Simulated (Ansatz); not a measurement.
Input of an Ansatz 0.2.0 run:

File input.yaml:

```yaml
crystal:
  lattice:
    - [3.5432, 0.0, 0.0]
    - [-1.7716, 3.0685012107, 0.0]
    - [0.0, 0.0, 5.0388]
  atoms:
    - { symbol: Pt, position: [0.0, 0.0, 0.0] }
    - { symbol: S, position: [0.6666666667, 0.3333333333, 0.773] }
    - { symbol: S, position: [0.3333333333, 0.6666666667, 0.227] }
hamiltonian:
  xc: r2scan
  pseudopotentials: { kind: paw_fr }
magnetization:
  noncollinear: true
  spin_orbit: true
kpoints:
  mp_grid: { grid: [7, 7, 4] }
  band_path:
    path:
      - [[0.0, 0.0, 0.0], [0.5, 0.0, 0.0], [0.3333333333, 0.3333333333, 0.0], [0.0, 0.0, 0.0], [0.0, 0.0, 0.5], [0.5, 0.0, 0.5], [0.3333333333, 0.3333333333, 0.5], [0.0, 0.0, 0.5]]
      - [[0.5, 0.0, 0.5], [0.5, 0.0, 0.0]]
      - [[0.3333333333, 0.3333333333, 0.0], [0.3333333333, 0.3333333333, 0.5]]
    npoints: 14
scf:
  occupations: { method: fermi_dirac, width: 0.05 }
  n_extra_bands: 7
output:
  forces: true
  stress: true
  eigenvalues: true
  fatbands: true
```

Potentials or basis: Ansatz PAW.

The run is started by

```sh
$ ansatz run input.yaml --threads 2 --pin off --max-ram 5632MiB --backend cpu --events-out ev --progress --plain --runs-dir out
```

(1) What does it give for the pressure?

(2) Estimate the band gap on the k mesh.

Results:

(1) 9.2 GPa.

(2) 1.06 eV, indirect (least direct gap 1.24 eV).

Caveat: the PAW data sets come from PBE, with cores solved anew for the run's functional, which leaves a small shift of forces and pressure; forces of over 1 eV/Å show positions far from the minimum, so gaps and moduli don't describe the material at rest.
